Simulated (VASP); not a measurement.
# B6As (P6/mmm) in VASP: optical spectrum with optB86b-vdW

Aim: the optical spectrum of B6As with optB86b-vdW.

All numbers are computed with VASP 6.6.1; they aren't measurements. Logs are shortened: lines on timing, memory, paths and dates and some standing lists are left out, and cuts for length are marked.

### 1 The undisturbed crystal

Symmetry: P6/mmm, No. 191, hexagonal system. The conventional cell has a = 4.262 Å, b = 4.262 Å, c = 3.611 Å, α = 90.00°, β = 90.00°, γ = 120.00°. B (site symmetry m2m) has 3 B at 1.42 Å as nearest neighbours. As (site symmetry 6/mmm) has 12 B at 2.30 Å as nearest neighbours.

The cell was built by a generator and needn't be a form met in nature.

### 2 Optical spectrum, optB86b-vdW, collinear spin, ferromagnetic start (cell strained at random at fixed volume)

INCAR

```
SYSTEM = B6As
AGGAC    = 0.0          
ALGO     = Normal         ! electronic algorithm
CSHIFT   = 0.1          
EDIFF    = 1E-6           ! SCF threshold, eV
ENCUT    = 520            ! plane-wave cutoff, eV
GGA      = MK             ! functional
ISIF     = 2              ! what is computed and relaxed
ISMEAR   = 0              ! smearing method
ISPIN    = 2              ! spin polarisation
ISYM     = 1            
LASPH    = .TRUE.         ! aspherical terms in the spheres
LCHARG   = .FALSE.        ! write CHGCAR
LOPTICS  = .TRUE.         ! frequency-dependent dielectric function
LORBIT   = 11             ! projections on sites
LREAL    = .FALSE.        ! projectors in reciprocal space
LUSE_VDW = .TRUE.       
LWAVE    = .FALSE.        ! write WAVECAR
MAGMOM   = 0.5 0.5 0.5 0.5 0.5 0.5 0 ! initial moments
NBANDS   = 36             ! bands
NEDOS    = 2000           ! points of the DOS
NELM     = 80             ! most SCF steps
PARAM1   = 0.1234       
PARAM2   = 1.0          
PREC     = Accurate       ! precision mode
SIGMA    = 0.05           ! smearing width, eV
```

KPOINTS

```
k-points
0
G
  7 7 7
  0 0 0
```

POSCAR

```
B6As
1.0
    4.2356760000     -0.0159720000     -0.0644210000
   -2.1316700000      3.6913310000     -0.0245760000
   -0.0545880000     -0.0555620000      3.6433490000
B As
6 1
Direct
    0.0000000000      0.3336124100      0.5000000000
    0.6663875900      0.6663875900      0.5000000000
    0.3336124100      0.0000000000      0.5000000000
    0.0000000000      0.6663875900      0.5000000000
    0.3336124100      0.3336124100      0.5000000000
    0.6663875900      0.0000000000      0.5000000000
    0.0000000000      0.0000000000      0.0000000000
```

Potentials or basis: VASP PAW PBE potentials, release 64 (B, As).

Started as:

```bash
$ cat potpaw_PBE.64/B/POTCAR potpaw_PBE.64/As/POTCAR > POTCAR
$ mpirun -np 1 vasp_std > vasp.out
```

OUTCAR:

```text
SYSTEM = B6As
   EDIFF = 1E-6
   ENCUT = 520
   GGA = MK
   ISIF = 2
   ISMEAR = 0
   ISPIN = 2
   ISYM = 1
   LASPH = .TRUE.
   LORBIT = 11
   LREAL = .FALSE.
   NELM = 80
   PREC = Accurate

 ion  position               nearest neighbor table
   1  0.000  0.334  0.500-   6 1.41   5 1.41   4 1.42   7 2.30   7 2.32
   2  0.666  0.666  0.500-   5 1.41   4 1.41   6 1.42   7 2.26   7 2.35
   3  0.334  0.000  0.500-   6 1.41   4 1.41   5 1.42   7 2.27   7 2.34
   4  0.000  0.666  0.500-   3 1.41   2 1.41   1 1.42   7 2.30   7 2.32
   5  0.334  0.334  0.500-   2 1.41   1 1.41   3 1.42   7 2.26   7 2.35
   6  0.666  0.000  0.500-   3 1.41   1 1.41   2 1.42   7 2.27   7 2.34
   7  0.000  0.000  0.000-   5 2.26   2 2.26   3 2.27   6 2.27   4 2.30   1 2.30   1 2.32   4 2.32
                             6 2.34   3 2.34   5 2.35   2 2.35

  LATTYP: Found a triclinic cell.
 ALAT       =     4.2359208554
 B/A-ratio  =     1.2916724705
 C/A-ratio  =     2.4890071066
 COS(alpha) =     0.0072824467
 COS(beta)  =     0.6289378748
 COS(gamma) =     0.7464330498

  Lattice vectors:

 A1 = (   2.1040060000,   3.6753590000,  -0.0889970000)
 A2 = (   2.0494180000,   3.6197970000,   3.5543520000)
 A3 = (   6.4488580000,   3.7705110000,  -7.4401160000)

Analysis of symmetry for initial positions (statically):
=====================================================================
 Subroutine PRICEL returns:
 Original cell was already a primitive cell.

 Routine SETGRP: Setting up the symmetry group for a
 triclinic supercell.

 Subroutine GETGRP returns: Found  2 space group operations
 (whereof  2 operations were pure point group operations)
 out of a pool of  2 trial point group operations.

The static configuration has the point symmetry S_2 .

Analysis of symmetry for dynamics (positions and initial velocities):
=====================================================================
 Subroutine PRICEL returns:
 Original cell was already a primitive cell.

 Routine SETGRP: Setting up the symmetry group for a
 triclinic supercell.

 Subroutine GETGRP returns: Found  2 space group operations
 (whereof  2 operations were pure point group operations)
 out of a pool of  2 trial point group operations.

The dynamic configuration has the point symmetry S_2 .

Analysis of structural, dynamic, and magnetic symmetry:
=====================================================================
 Subroutine PRICEL returns:
 Original cell was already a primitive cell.

 Routine SETGRP: Setting up the symmetry group for a
 triclinic supercell.

 Subroutine GETGRP returns: Found  2 space group operations
 (whereof  2 operations were pure point group operations)
 out of a pool of  2 trial point group operations.

The overall configuration has the point symmetry S_2 .

 Subroutine INISYM returns: Found  2 space group operations
 (whereof  2 operations are pure point group operations),
 and found     1 'primitive' translations

----------------------------------------------------------------------------------------

                                     Primitive cell

[... 166 lines left out ...]
      3      -1.8286      1.00000
      4      -1.7787      1.00000
      5      -1.1057      1.00000
      6      -0.5514      1.00000
[... 613 lines left out ...]
     22      18.4651      0.00000
     23      18.7551      0.00000

 [... further k-points ...]

 spin component 2

 k-point     1 :       0.0000    0.0000    0.0000
  band No.  band energies     occupation
      1     -10.2449      1.00000
      2      -2.8448      1.00000
      3      -1.8286      1.00000
      4      -1.7787      1.00000
      5      -1.1057      1.00000
      6      -0.5514      1.00000
[... 613 lines left out ...]
     22      18.4651      0.00000
     23      18.7551      0.00000

 [... further k-points ...]

 [bands above 23 left out]

------------------------ aborting loop because EDIFF is reached ----------------------------------------

  FORCE on cell =-STRESS in cart. coord.  units (eV):
  Direction    XX          YY          ZZ          XY          YZ          ZX
  --------------------------------------------------------------------------------------
  -------------------------------------------------------------------------------------
  Total       61.3063098     60.2116589      4.7332029      0.9727840     -0.1113674     -0.1249127
  in kB     1728.8522640   1697.9828529    133.4774288     27.4327349     -3.1405867     -3.5225677
  external PRESSURE =    1186.7708486 kB  Pullay stress =       0.0000000 kB

 VOLUME and BASIS-vectors are now :
 -----------------------------------------------------------------------------
  energy-cutoff  :      520.00
  volume of cell :       56.81
      direct lattice vectors                 reciprocal lattice vectors
     4.235676000 -0.015972000 -0.064421000     0.236691026  0.136721837  0.005631365
    -2.131670000  3.691331000 -0.024576000     0.001087242  0.271560535  0.004157657
    -0.054588000 -0.055562000  3.643349000     0.004192459  0.004249285  0.274600363

 POSITION                                       TOTAL-FORCE (eV/Angst)
 -----------------------------------------------------------------------------------
     -0.73845      1.20369      1.81348        -0.274055      0.476178      0.054686
      1.37479      2.42143      1.76237        -0.282292      0.180186     -0.214610
      1.38578     -0.03311      1.80018        -0.021409      0.335400      0.150425
     -1.44781      2.43208      1.80530         0.274055     -0.476178     -0.054686
      0.67463      1.19836      1.79198         0.282292     -0.180186      0.214610
      2.79531     -0.03842      1.77875         0.021409     -0.335400     -0.150425
      0.00000      0.00000      0.00000         0.000000     -0.000000      0.000000
 -----------------------------------------------------------------------------------
    total drift:                               -0.000000      0.000000      0.000000

  FREE ENERGIE OF THE ION-ELECTRON SYSTEM (eV)
  ---------------------------------------------------
  free  energy   TOTEN  =       -24.2295293618 eV

  energy  without entropy=      -24.2271612045  energy(sigma->0) =      -24.22834528

Total vdW correction in eV:      2.2084348

 electrical conductivity sigma (Mega S m-1) (frequency dependency in vasprun.xml)
  --------------------------------------------------------------------------------------
       0.030      -0.016      -0.016
      -0.016       0.045      -0.014
      -0.016      -0.014       0.246

  frequency dependent IMAGINARY DIELECTRIC FUNCTION (independent particle, no local field effects) density-density
     E(ev)      X         Y         Z        XY        YZ        ZX
  --------------------------------------------------------------------------------------------------------------
     0.00000     0.00000     0.00000     0.00000     0.00000     0.00000     0.00000
     0.50619     0.90248     1.11659     7.20104    -0.01369    -0.77025    -0.79679
     1.01237     9.37883     9.14905     6.64142    -0.97058    -2.90952    -2.96184
     1.51856     3.34057     3.57891     5.68155    -0.29415     0.14086     0.06519
     2.02475     3.58630     3.33557    10.41473     0.18879     0.57205     0.59134
     2.53093     4.41178     4.56866    25.73919    -0.17288     0.16460     0.24373
[... 92 lines left out ...]
    49.60629     0.00077     0.00077     0.00070     0.00000     0.00001     0.00001
    50.11248     0.00074     0.00074     0.00067     0.00000     0.00001     0.00001

  frequency dependent      REAL DIELECTRIC FUNCTION (independent particle, no local field effects) density-density
     E(ev)        X           Y           Z          XY          YZ          ZX
  --------------------------------------------------------------------------------------------------------------
     0.00000    12.54397    19.51922    25.69088    -1.84669     0.18021    -1.29703
     0.50619    13.49533    13.11311    29.64557     0.12682    -1.71586    -1.60158
     1.01237     6.16833     5.63230    18.58705     0.29832     3.69440     3.79234
     1.51856     9.99592    10.01340    20.15720     0.03292     0.90718     0.90385
     2.02475     8.04129     8.32425    30.37899    -0.30026     0.79716     0.90706
     2.53093     7.07844     6.89026     9.52996     0.10456    -0.07157    -0.19178
[... 92 lines left out ...]
    49.60629     0.83121     0.83083     0.84017     0.00020    -0.00150    -0.00147
    50.11248     0.83502     0.83466     0.84364     0.00019    -0.00147    -0.00144

  frequency dependent IMAGINARY DIELECTRIC FUNCTION (independent particle, no local field effects) current-current
     E(ev)      X         Y         Z        XY        YZ        ZX
  --------------------------------------------------------------------------------------------------------------
     0.00000    88.58974   105.58888   193.76321    -4.40785    -5.02565    -8.58117
     0.50619     5.83902     5.89228    18.54434     0.03909    -1.45225    -1.43032
     1.01237    10.17915     9.83285     9.99894    -0.88271    -2.07261    -2.10510
     1.51856     4.53705     4.77955     8.16607    -0.29390     0.26144     0.18597
     2.02475     4.27550     4.05667    13.33103     0.15562     0.65086     0.68179
     2.53093     4.88024     5.01957    26.32337    -0.16506     0.15778     0.22555
[... 92 lines left out ...]
    49.60629     0.00009     0.00009     0.00005     0.00000    -0.00000     0.00000
    50.11248     0.00008     0.00008     0.00005     0.00000    -0.00000     0.00000

  frequency dependent      REAL DIELECTRIC FUNCTION (independent particle, no local field effects) current-current
     E(ev)        X           Y           Z          XY          YZ          ZX
  --------------------------------------------------------------------------------------------------------------
     0.00000    11.64220     8.08133    24.69531     0.96641    -1.51820    -0.75329
     0.50619    13.14630    13.03586    26.57428     0.03543    -1.32844    -1.27941
     1.01237     4.30729     3.91768    17.37831     0.49582     4.25360     4.34589
     1.51856     9.58213     9.60581    19.46843     0.06472     0.89025     0.89003
     2.02475     7.70503     8.03597    29.39783    -0.32581     0.73815     0.83936
     2.53093     6.74084     6.55125     7.58512     0.11823    -0.07819    -0.20831
[... 92 lines left out ...]
    49.60629     0.83125     0.83091     0.84026     0.00019    -0.00149    -0.00148
    50.11248     0.83506     0.83473     0.84373     0.00018    -0.00146    -0.00145

 total charge

# of ion       s       p       d       tot
------------------------------------------
    1        0.936   1.691   0.000   2.626
    2        0.936   1.693   0.000   2.629
    3        0.936   1.693   0.000   2.629
    4        0.936   1.691   0.000   2.626
    5        0.936   1.693   0.000   2.629
    6        0.936   1.693   0.000   2.629
    7        1.322   1.234   0.164   2.720
--------------------------------------------------
tot          6.938  11.387   0.164  18.488

 magnetization (x)

# of ion       s       p       d       tot
------------------------------------------
    1        0.000   0.000   0.000   0.000
    2        0.000   0.000   0.000   0.000
    3        0.000   0.000   0.000   0.000
    4        0.000   0.000   0.000   0.000
    5        0.000   0.000   0.000   0.000
    6        0.000   0.000   0.000   0.000
    7        0.000  -0.000   0.000  -0.000
--------------------------------------------------
tot          0.000   0.000   0.000   0.000
```

Run time: 8.7 min. Hardware: 1 thread of Intel Xeon Platinum 8259CL at 2.50GHz (Skylake/Cascade Lake), shared host; peak memory 1.2 GiB.

Results:

- Free energy: -24.2295 eV
- Pressure: 118.7 GPa
- Largest force: 0.552 eV/Å
- Band gap on the k mesh: none (metal or under the smearing width)
- Net moment: 0.00 μB per cell
- Valence electrons inside the program's atomic spheres: B 2.63; As 2.72

Forces on the atoms (eV/Å):
```
B   -0.274  0.476  0.055
B   -0.282  0.180 -0.215
B   -0.021  0.335  0.150
B    0.274 -0.476 -0.055
B    0.282 -0.180  0.215
B    0.021 -0.335 -0.150
As   0.000  0.000  0.000
```

Dielectric function (mean over the directions given):
```csv
energy (eV),real part,imaginary part
0.30,17.02,1.05
0.91,14.83,10.92
1.59,14.21,5.09
2.28,16.91,15.15
2.96,4.49,10.14
3.64,0.62,12.80
4.33,2.59,8.03
5.01,-1.95,9.83
5.69,-3.13,7.14
6.38,-3.03,4.14
7.06,-1.19,3.59
7.74,-1.44,2.55
8.43,-0.77,1.91
9.11,-0.37,1.77
9.79,0.09,1.16
10.40,0.57,1.37
11.09,0.99,1.38
11.77,1.21,1.73
12.45,1.28,2.13
13.14,0.83,2.36
13.82,0.95,3.91
14.50,-0.71,2.69
15.19,-0.30,2.02
15.87,-0.43,1.49
16.55,-0.54,1.36
17.24,-0.33,1.05
17.92,-0.02,1.33
18.60,-0.36,1.02
19.29,-0.35,0.90
19.97,-0.13,0.69
```

Caveat: spectra need much finer meshes, so this one isn't converged; independent-particle spectra lack excitons; the intraband (Drude) part of a metal's response may be missing; the PAW data sets were made with another functional, which shifts forces and pressure a little.
